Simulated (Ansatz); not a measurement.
## SiC: input, output and frames of a trajectory

Level of theory: Ansatz 0.2.0, DFT PBEsol, scalar-relativistic, plane waves, PAW. Settings: plane waves to 420 eV, k-mesh 2×2×2 (shifted by 0.5, 0.5, 0.5 steps), Fermi–Dirac smearing 0.069 eV. The mesh is coarse. No spin polarisation.

16 atoms, starting at 1.02 times the perfect crystal's volume (space group P6_3mc, the cell as given, not relaxed at this level); Nosé–Hoover thermostat at 800 K, fixed cell; 59 steps of 2 fs. The run is short and not equilibrated.

The calculation finished and met its thresholds.

Command:
```bash
ansatz run input.yaml --threads 4 --pin off --max-ram 5120MiB --backend cpu --events-out ev --progress --plain --runs-dir out
```

Input:
```yaml
crystal:
  lattice:
    - [-1.5481848246, 2.6815347757, -5.0814314379]
    - [-1.5481848246, 2.6815347757, 5.0814314379]
    - [6.1927392983, 0.0, 0.0]
  atoms:
    - { symbol: Si, position: [0.3333333333, 0.3333333333, 0.1666666667] }
    - { symbol: Si, position: [0.8333333333, 0.8333333333, 0.1666666667] }
    - { symbol: Si, position: [0.3333333333, 0.3333333333, 0.6666666667] }
    - { symbol: Si, position: [0.8333333333, 0.8333333333, 0.6666666667] }
    - { symbol: Si, position: [0.9166666667, 0.4166666667, 0.3333333333] }
    - { symbol: Si, position: [0.4166666667, 0.9166666667, 0.3333333333] }
    - { symbol: Si, position: [0.9166666667, 0.4166666667, 0.8333333333] }
    - { symbol: Si, position: [0.4166666667, 0.9166666667, 0.8333333333] }
    - { symbol: C, position: [0.1408333333, 0.5258333333, 0.1666666667] }
    - { symbol: C, position: [0.6408333333, 0.0258333333, 0.1666666667] }
    - { symbol: C, position: [0.1408333333, 0.5258333333, 0.6666666667] }
    - { symbol: C, position: [0.6408333333, 0.0258333333, 0.6666666667] }
    - { symbol: C, position: [0.7241666667, 0.6091666667, 0.3333333333] }
    - { symbol: C, position: [0.2241666667, 0.1091666667, 0.3333333333] }
    - { symbol: C, position: [0.7241666667, 0.6091666667, 0.8333333333] }
    - { symbol: C, position: [0.2241666667, 0.1091666667, 0.8333333333] }
basis:
  ecutwfc: 420
kpoints:
  mp_grid: { grid: [2, 2, 2], shift: [0.5, 0.5, 0.5] }
hamiltonian:
  xc: pbesol
scf:
  occupations: { method: fermi_dirac, width: 0.0689 }
  lower_state_search: "off"
  convergence: { dr2_threshold: 1.0e-07 }
output:
  forces: true
  stress: true
md:
  timestep: 2.0
  n_steps: 59
  ensemble: nvt_nose_hoover
  temperature: 800.0
  initial_velocities: maxwell_boltzmann
  seed: 85627
```

Output (its end):
```
...
SCF converged after 7 iterations
Free energy (F): -6948.867821 eV
Harris-Foulkes:  -6948.867821 eV  (|F-HF|=2.61e-9)
Internal energy: -6948.867821 eV  (E = F + TS)
E sigma→0 (E₀):  -6948.867821 eV
Entropy (-TS):   -0.000000 eV (-0.000 meV/atom)
Fermi energy:    10.300714 eV
--- Per-component energies (eV) ---
  E_band       = 211.937444
  E_kinetic    = 1073.126659
  E_local      = -847.488439  (includes V_loc(G=0)·N_el)
  E_nonlocal   = 414.720175
  E_hartree    = 257.377092
  E_xc         = -834.380917
  E_vxc        = -869.837112  (∫ρ·V_xc dr)
  E_paw        = -4753.726413  (= ΣΔE_a)
  E_vpaw       = -73.338187  (= ΣTr[D̂ρ^β])
  E_aug_tail   = 0.000107  (compensation charges beyond the density's cutoff)
  E_ewald      = -2258.917375
  E_core_change = 0.421289  (= ΣΔE_core)
  E_smearing   = -0.000000  (= −TS)
  E_closure    = -0.000000  (closes the sum)
  Σ components = -6948.867821   (vs F -6948.867821, Δ=0.00e0)
--- Forces (eV/Å), atoms counted from 1 ---
  atom   1  Si     1.94255155    -0.64821878    -0.05718201
  atom   2  Si    -0.26231032     0.41253189    -0.30315828
  atom   3  Si     0.00523462     0.89949134    -2.26924368
  atom   4  Si    -0.86924160     1.56815771    -1.08910649
  atom   5  Si     0.71566201    -0.50416356    -0.83027946
  atom   6  Si    -0.67938730    -0.01529763    -0.16184478
  atom   7  Si     1.13176432    -0.46117155     1.00001333
  atom   8  Si     0.50854334     0.71648447    -0.38303042
  atom   9  C     -1.50761392     0.41721241    -1.44264870
  atom  10  C      0.71450000    -0.13593909     0.65771332
  atom  11  C     -0.07745959    -1.11378663     3.03268048
  atom  12  C     -0.51343052    -0.14260119     1.86254428
  atom  13  C     -1.27427111     0.16021884     1.10690796
  atom  14  C     -0.53549842     0.29665621     0.85796891
  atom  15  C      0.23154346    -1.10756358    -1.78995296
  atom  16  C      0.46940395    -0.34202014    -0.19142041
  max |Σ_I F_I| component: 3.89e-5 eV/Å
--- Stress (GPa, compression-positive) ---
       -5.549009      -1.416777       0.582058
       -1.416777      -4.218742       1.092684
        0.582058       1.092685      -0.274319
  P = ⅓ Tr σ = -3.3474 GPa (-33.474 kbar)
--- MD trajectory: 59 steps, t = 0.0 → 118.0 fs ---
  final state: T = 646.1 K   F+E_penalty+E_count = -6948.86782112 eV   E_kin = 1.252668 eV
  conserved energy: peak-to-peak 1.901e-2 eV (1.188e-3 eV/atom) over 118.0 fs
```

Frames along the run (Å, eV/Å; dE is the potential energy from the first frame):

```xyz
16
Lattice="-1.548 2.682 -5.081 -1.548 2.682 5.081 6.193 0.000 0.000" Properties=species:S:1:pos:R:3:forces:R:3 pbc="T T T" time_fs=0.00 dE_eV=0.0000 T_K=800
Si    0.000    1.788    0.000    0.055    0.032    0.703
Si   -1.548    4.469    0.000    0.055    0.032    0.703
Si    3.096    1.788    0.000    0.055    0.032    0.703
Si    1.548    4.469    0.000    0.055    0.032    0.703
Si    0.000    3.575   -2.541   -0.055   -0.032    0.703
Si    0.000    3.575    2.541   -0.055   -0.032    0.703
Si    3.096    3.575   -2.541   -0.055   -0.032    0.703
Si    3.096    3.575    2.541   -0.055   -0.032    0.703
C     0.000    1.788    1.956    0.091    0.053   -0.703
C     0.000    1.788   -3.125    0.091    0.053   -0.703
C     3.096    1.788    1.956    0.091    0.053   -0.703
C     3.096    1.788   -3.125    0.091    0.053   -0.703
C     0.000    3.575   -0.584   -0.091   -0.053   -0.703
C     1.548    0.894   -0.584   -0.091   -0.053   -0.703
C     3.096    3.575   -0.584   -0.091   -0.053   -0.703
C     4.645    0.894   -0.584   -0.091   -0.053   -0.703
16
Lattice="-1.548 2.682 -5.081 -1.548 2.682 5.081 6.193 0.000 0.000" Properties=species:S:1:pos:R:3:forces:R:3 pbc="T T T" time_fs=10.00 dE_eV=1.0572 T_K=264
Si   -0.026    1.847    0.060   -1.223   -1.310   -2.131
Si   -1.490    4.501    0.038   -1.545    0.081   -1.207
Si    3.060    1.827    0.018    0.279   -1.046   -0.201
Si    1.606    4.496    0.044   -0.718   -1.179   -0.612
Si    0.009    3.496   -2.553   -1.005    1.307    0.999
Si   -0.043    3.541    2.517    2.099    0.337    1.541
Si    3.107    3.604   -2.542   -0.059   -0.975   -0.337
Si    3.143    3.558    2.547   -1.188   -0.305    0.529
C    -0.049    1.808    1.840    1.111   -0.756    2.528
C     0.073    1.752   -3.177   -1.736    0.349   -0.043
C     3.075    1.723    2.010    0.313    1.416   -1.925
C     3.124    1.802   -3.110    0.084   -0.572   -0.915
C    -0.074    3.548   -0.604    1.627    0.791   -0.740
C     1.458    0.951   -0.574    1.118   -0.919   -0.799
C     3.140    3.551   -0.712   -0.253    1.107    2.619
C     4.553    0.824   -0.647    1.096    1.671    0.695
16
Lattice="-1.548 2.682 -5.081 -1.548 2.682 5.081 6.193 0.000 0.000" Properties=species:S:1:pos:R:3:forces:R:3 pbc="T T T" time_fs=20.00 dE_eV=0.6827 T_K=456
Si   -0.087    1.866    0.057    0.009   -1.286   -1.730
Si   -1.479    4.534    0.036   -1.110   -0.453   -1.941
Si    3.034    1.836    0.030    0.354   -0.538   -0.988
Si    1.641    4.488    0.068   -1.104   -0.318   -1.645
Si   -0.011    3.460   -2.536    0.066    1.854   -0.175
Si   -0.024    3.520    2.540    1.272    0.999    0.472
Si    3.114    3.601   -2.550   -0.522   -1.058    0.174
Si    3.152    3.533    2.568   -1.339    0.076   -0.395
C    -0.016    1.776    1.888    0.683   -0.281    0.886
C     0.034    1.738   -3.225   -0.160   -0.080    1.352
C     3.075    1.752    1.929    0.124    0.061   -0.161
C     3.154    1.778   -3.156   -0.493   -0.141    0.496
C    -0.034    3.577   -0.669    0.924    0.468    1.077
C     1.445    0.947   -0.621    0.722   -0.114    0.184
C     3.163    3.603   -0.666   -0.514    0.184    1.085
C     4.543    0.869   -0.657    1.088    0.627    1.310
16
Lattice="-1.548 2.682 -5.081 -1.548 2.682 5.081 6.193 0.000 0.000" Properties=species:S:1:pos:R:3:forces:R:3 pbc="T T T" time_fs=30.00 dE_eV=0.8749 T_K=370
Si   -0.142    1.845    0.000    3.012    0.311    0.922
Si   -1.504    4.552   -0.021    0.260   -0.788    0.579
Si    3.019    1.827    0.011    0.560    0.330   -0.712
Si    1.637    4.471    0.042   -1.328    0.898   -0.218
Si   -0.027    3.481   -2.521    1.606    0.601   -0.522
Si    0.038    3.529    2.579   -0.462    0.538   -1.032
Si    3.105    3.565   -2.553   -0.330   -0.136    0.644
Si    3.118    3.510    2.580   -0.425    0.550   -0.426
C     0.058    1.727    2.006   -1.417    0.936   -1.771
C    -0.022    1.723   -3.184    1.268    0.182    0.320
C     3.086    1.788    1.840    0.044   -1.124    2.100
C     3.148    1.744   -3.170   -0.600    0.455    0.926
C     0.075    3.640   -0.661   -0.912   -0.512    1.107
C     1.488    0.933   -0.654   -0.115    0.650    0.933
C     3.149    3.663   -0.542   -0.234   -1.468   -2.087
C     4.607    0.958   -0.582   -0.926   -1.423   -0.763
16
Lattice="-1.548 2.682 -5.081 -1.548 2.682 5.081 6.193 0.000 0.000" Properties=species:S:1:pos:R:3:forces:R:3 pbc="T T T" time_fs=40.00 dE_eV=0.7946 T_K=421
Si   -0.105    1.830   -0.032    2.479    0.670    1.660
Si   -1.523    4.544   -0.063    0.474   -0.727    1.984
Si    3.025    1.826   -0.028    1.026    0.171    1.366
Si    1.594    4.481    0.010    0.165    1.022    1.311
Si    0.005    3.526   -2.522    0.688   -0.249    0.035
Si    0.083    3.555    2.588   -2.216   -0.440   -0.742
Si    3.086    3.523   -2.535    0.324    0.866    0.375
Si    3.071    3.504    2.577    1.003    0.584   -0.200
C     0.040    1.740    2.004   -0.868    0.463   -1.281
C     0.007    1.722   -3.114    0.273    0.409   -0.681
C     3.099    1.749    1.889   -0.183   -0.115    0.513
C     3.104    1.742   -3.123    0.767    0.536   -0.617
C     0.108    3.662   -0.579   -2.503   -1.269   -1.015
C     1.523    0.959   -0.625   -0.707   -0.260    0.089
C     3.115    3.625   -0.559    0.092   -0.501   -1.536
C     4.611    0.949   -0.555   -0.815   -1.159   -1.261
16
Lattice="-1.548 2.682 -5.081 -1.548 2.682 5.081 6.193 0.000 0.000" Properties=species:S:1:pos:R:3:forces:R:3 pbc="T T T" time_fs=50.00 dE_eV=0.7155 T_K=486
Si    0.010    1.835   -0.011   -1.562   -0.503    0.793
Si   -1.531    4.512   -0.042   -0.748   -0.318    1.633
Si    3.063    1.828   -0.025    0.554   -0.834    1.527
Si    1.548    4.518    0.014   -0.039   -1.298    0.431
Si    0.055    3.564   -2.523   -2.117   -0.676    0.272
Si    0.061    3.570    2.571   -1.515   -0.578   -0.188
Si    3.078    3.510   -2.507    0.881    1.248   -1.019
Si    3.054    3.517    2.567    1.585    0.304   -0.093
C    -0.041    1.788    1.906    1.120   -0.488    0.608
C     0.056    1.752   -3.095   -1.192    0.319   -1.050
C     3.104    1.706    1.979    0.271    1.605   -1.594
C     3.109    1.776   -3.118    0.530   -0.410   -1.171
C    -0.020    3.601   -0.562    0.624    0.184   -1.261
C     1.516    0.965   -0.587    0.480   -1.117   -0.813
C     3.086    3.551   -0.681    0.036    1.289    1.872
C     4.559    0.861   -0.619    1.092    1.273    0.053
16
Lattice="-1.548 2.682 -5.081 -1.548 2.682 5.081 6.193 0.000 0.000" Properties=species:S:1:pos:R:3:forces:R:3 pbc="T T T" time_fs=60.00 dE_eV=0.5834 T_K=578
Si    0.084    1.825    0.034   -2.170   -0.828   -1.228
Si   -1.562    4.468    0.032   -0.827    0.115   -0.335
Si    3.121    1.806    0.024   -0.352   -0.431   -0.300
Si    1.503    4.520    0.031    0.181   -1.301   -1.166
Si    0.044    3.582   -2.517   -1.591   -0.016   -0.373
Si   -0.012    3.567    2.547    0.457    0.077   -0.009
Si    3.097    3.535   -2.510    0.461    0.512   -0.986
Si    3.088    3.543    2.552    0.626    0.536   -0.267
C    -0.047    1.806    1.853    1.140   -0.386    1.915
C     0.025    1.805   -3.151   -0.488   -0.268   -0.008
C     3.123    1.768    1.961   -0.010    0.202   -0.955
C     3.149    1.786   -3.192   -0.991   -0.315    0.580
C    -0.119    3.543   -0.637    1.948    0.645    0.259
C     1.538    0.894   -0.605    0.638   -0.109   -0.322
C     3.058    3.561   -0.677   -0.012    0.487    1.897
C     4.581    0.853   -0.680    0.990    1.078    1.295
16
Lattice="-1.548 2.682 -5.081 -1.548 2.682 5.081 6.193 0.000 0.000" Properties=species:S:1:pos:R:3:forces:R:3 pbc="T T T" time_fs=68.00 dE_eV=0.6770 T_K=558
Si    0.092    1.797    0.047   -1.045   -0.798   -1.603
Si   -1.606    4.434    0.086    0.311    0.371   -2.677
Si    3.161    1.777    0.061   -1.000    0.364   -2.006
Si    1.469    4.489    0.021    0.511   -0.159   -1.409
Si   -0.005    3.595   -2.520    0.359    0.367   -0.782
Si   -0.064    3.565    2.527    1.531    0.571    0.443
Si    3.124    3.571   -2.536   -0.510   -0.299    0.544
Si    3.132    3.577    2.535   -0.959    0.447    0.144
C     0.012    1.798    1.906    0.015    0.103    0.278
C    -0.031    1.837   -3.200    0.834   -0.415    1.625
C     3.142    1.839    1.892   -0.203   -1.304    1.270
C     3.134    1.776   -3.228   -1.157    0.255    1.681
C    -0.094    3.531   -0.689    0.993    0.496    1.962
C     1.592    0.824   -0.639   -0.300    0.979    0.599
C     3.036    3.600   -0.568    0.159   -0.823   -0.970
C     4.656    0.911   -0.665    0.460   -0.157    0.901
16
Lattice="-1.548 2.682 -5.081 -1.548 2.682 5.081 6.193 0.000 0.000" Properties=species:S:1:pos:R:3:forces:R:3 pbc="T T T" time_fs=78.00 dE_eV=1.1796 T_K=326
Si    0.076    1.741    0.020    1.308    0.713    0.124
Si   -1.650    4.404    0.080    1.759    0.944   -1.682
Si    3.182    1.750    0.049   -0.982    0.641   -1.322
Si    1.445    4.447   -0.026    1.595    1.230    1.035
Si   -0.050    3.619   -2.539    2.752   -0.369    0.950
Si   -0.083    3.579    2.517    1.819    0.478    1.140
Si    3.143    3.606   -2.554   -1.158   -0.918    1.171
Si    3.156    3.630    2.520   -2.291   -0.641    0.936
C     0.071    1.801    1.980   -2.066    0.715   -1.838
C    -0.043    1.852   -3.162    1.061   -0.107    0.175
C     3.152    1.845    1.891   -0.305   -0.683    1.398
C     3.043    1.781   -3.170    0.492    0.518    0.185
C    -0.005    3.545   -0.634   -1.358   -0.404    0.259
C     1.638    0.801   -0.643   -0.947    0.792    0.687
C     3.020    3.591   -0.499    0.332   -1.199   -2.228
C     4.769    0.964   -0.595   -2.011   -1.710   -0.991
16
Lattice="-1.548 2.682 -5.081 -1.548 2.682 5.081 6.193 0.000 0.000" Properties=species:S:1:pos:R:3:forces:R:3 pbc="T T T" time_fs=88.00 dE_eV=0.7176 T_K=590
Si    0.093    1.705   -0.007   -0.357    1.459    0.890
Si   -1.639    4.403    0.017    1.544    0.418    0.499
Si    3.171    1.742   -0.005   -0.457   -0.072    1.128
Si    1.472    4.442   -0.045    1.251    0.560    1.659
Si   -0.016    3.635   -2.534    0.615   -0.084    0.958
Si   -0.044    3.608    2.544    0.427   -0.373    0.859
Si    3.124    3.612   -2.534   -0.713   -0.544    0.564
Si    3.110    3.665    2.533   -0.871   -1.118    0.623
C     0.002    1.844    1.934    0.231   -0.633   -0.375
C     0.013    1.855   -3.105   -0.885   -0.129   -1.191
C     3.135    1.804    1.987   -0.488    0.991   -1.085
C     2.991    1.825   -3.094    2.237    0.062   -1.442
C    -0.008    3.533   -0.552   -1.286   -0.282   -1.357
C     1.615    0.835   -0.598   -0.399   -0.341   -0.384
C     3.031    3.501   -0.589    0.419    0.809   -0.443
C     4.745    0.898   -0.587   -1.268   -0.724   -0.902
16
Lattice="-1.548 2.682 -5.081 -1.548 2.682 5.081 6.193 0.000 0.000" Properties=species:S:1:pos:R:3:forces:R:3 pbc="T T T" time_fs=98.00 dE_eV=1.0172 T_K=478
Si    0.097    1.717   -0.006   -2.775    0.872    0.535
Si   -1.578    4.416   -0.034   -0.243   -0.041    1.617
Si    3.142    1.733   -0.027   -0.254   -0.149    1.712
Si    1.540    4.450   -0.011   -0.490   -1.461    0.657
Si    0.040    3.645   -2.497   -1.935   -0.827   -0.265
Si    0.012    3.628    2.597   -0.751   -0.592   -1.234
Si    3.082    3.604   -2.500    0.235    0.822   -1.811
Si    3.034    3.664    2.567    1.714   -1.010   -0.394
C    -0.064    1.851    1.859    1.438   -0.439    1.624
C     0.017    1.848   -3.128   -0.669   -0.167   -0.381
C     3.088    1.828    2.010    0.469    0.792   -1.854
C     3.088    1.869   -3.121   -0.193   -0.819   -1.189
C    -0.092    3.501   -0.566    1.934    0.374   -1.054
C     1.565    0.850   -0.580    0.719   -0.471   -0.989
C     3.072    3.462   -0.708   -0.017    1.386    2.581
C     4.623    0.781   -0.647    0.817    1.731    0.445
16
Lattice="-1.548 2.682 -5.081 -1.548 2.682 5.081 6.193 0.000 0.000" Properties=species:S:1:pos:R:3:forces:R:3 pbc="T T T" time_fs=108.00 dE_eV=0.8884 T_K=573
Si    0.017    1.755    0.012   -0.916   -0.522   -0.162
Si   -1.520    4.430   -0.034   -0.689   -0.147    1.191
Si    3.103    1.722    0.005   -0.291    0.785    0.328
Si    1.597    4.419    0.043   -0.904   -0.360   -1.630
Si    0.040    3.630   -2.472   -1.300   -0.754   -2.317
Si    0.045    3.629    2.610   -1.207   -0.372   -2.386
Si    3.045    3.618   -2.517    0.858    0.592   -1.097
Si    3.011    3.630    2.588    2.379   -0.104   -1.250
C    -0.026    1.824    1.894    0.642    0.169    0.972
C    -0.025    1.828   -3.182    0.822   -0.036    0.740
C     3.067    1.901    1.902    0.316   -1.459    0.220
C     3.177    1.865   -3.227   -2.087    0.035    1.665
C    -0.050    3.496   -0.652    1.505    0.547    1.191
C     1.555    0.837   -0.627   -0.100    0.656    0.370
C     3.114    3.522   -0.660   -0.358   -0.061    0.665
C     4.553    0.775   -0.672    1.330    1.031    1.499
16
Lattice="-1.548 2.682 -5.081 -1.548 2.682 5.081 6.193 0.000 0.000" Properties=species:S:1:pos:R:3:forces:R:3 pbc="T T T" time_fs=118.00 dE_eV=0.8140 T_K=646
Si   -0.095    1.781    0.027    1.943   -0.648   -0.057
Si   -1.481    4.441    0.004   -0.262    0.413   -0.303
Si    3.054    1.735    0.044    0.005    0.899   -2.269
Si    1.625    4.376    0.050   -0.869    1.568   -1.089
Si   -0.001    3.588   -2.515    0.716   -0.504   -0.830
Si    0.041    3.617    2.552   -0.679   -0.015   -0.162
Si    3.036    3.652   -2.571    1.132   -0.461    1.000
Si    3.061    3.590    2.573    0.509    0.716   -0.383
C     0.054    1.808    1.998   -1.508    0.417   -1.443
C    -0.013    1.803   -3.185    0.714   -0.136    0.658
C     3.072    1.880    1.818   -0.077   -1.114    3.033
C     3.123    1.853   -3.219   -0.513   -0.143    1.863
C     0.103    3.531   -0.661   -1.274    0.160    1.107
C     1.542    0.864   -0.653   -0.535    0.297    0.858
C     3.135    3.581   -0.556    0.232   -1.108   -1.790
C     4.582    0.853   -0.598    0.469   -0.342   -0.191
```